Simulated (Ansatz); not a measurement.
# Ge: the cost of one run

Program: Ansatz 0.2.0. Level of theory: DFT PBE, scalar-relativistic, plane waves, PAW. These are calculated values, not measurements.

## Step 1: Starting point

The structure is tetragonal, space group P4/mbm (No. 127). The conventional cell has a = 6.322 Å, b = 6.322 Å, c = 2.505 Å, α = 90.00°, β = 90.00°, γ = 90.00°. Ge (site symmetry 4/m) has 6 Ge at 2.45 to 2.51 Å as nearest neighbours. Around Ge (site symmetry m2m) lie 5 Ge at 2.45 to 2.51 Å.

Structure file:

```
CELL_PARAMETERS angstrom
6.32152 0.00000 0.00000
0.00000 6.32152 0.00000
0.00000 0.00000 2.50540
ATOMIC_POSITIONS crystal
Ge 0.50000 0.50000 0.00000
Ge 0.00000 0.00000 0.00000
Ge 0.86318 0.63682 0.00000
Ge 0.13682 0.36318 0.00000
Ge 0.63682 0.13682 0.00000
Ge 0.36318 0.86318 0.00000
```

The cell is invented: 5-, 6-connected net of one element (P4/mbm, No. 127). Lengths come from tabulated atomic sizes and are only a guess.

## Step 2: The guess as it stands, on a coarse mesh

Contents of input.yaml:

```yaml
crystal:
  lattice:
    - [6.32152423, 0.0, 0.0]
    - [0.0, 6.32152423, 0.0]
    - [0.0, 0.0, 2.50539978]
  atoms:
    - { symbol: Ge, position: [0.5, 0.5, 0.0] }
    - { symbol: Ge, position: [0.0, 0.0, 0.0] }
    - { symbol: Ge, position: [0.86317998, 0.63682002, 0.0] }
    - { symbol: Ge, position: [0.13682002, 0.36317998, 0.0] }
    - { symbol: Ge, position: [0.63682002, 0.13682002, 0.0] }
    - { symbol: Ge, position: [0.36317998, 0.86317998, 0.0] }
basis:
  ecutwfc: 420
kpoints:
  mp_grid: { grid: [4, 4, 6] }
hamiltonian:
  xc: pbe
scf:
  occupations: { method: gaussian, width: 0.1 }
  lower_state_search: "off"
output:
  forces: true
  stress: true
  eigenvalues: true
```

On the command line:

```sh
ansatz run input.yaml --threads 1 --pin off --max-ram 2048MiB --backend cpu --events-out ev --progress --plain --runs-dir out
```

Q: Estimate wall time and peak memory on 1 thread of Arm Neoverse V1, shared host.

About 13 s, with a peak of 0.38 GiB.
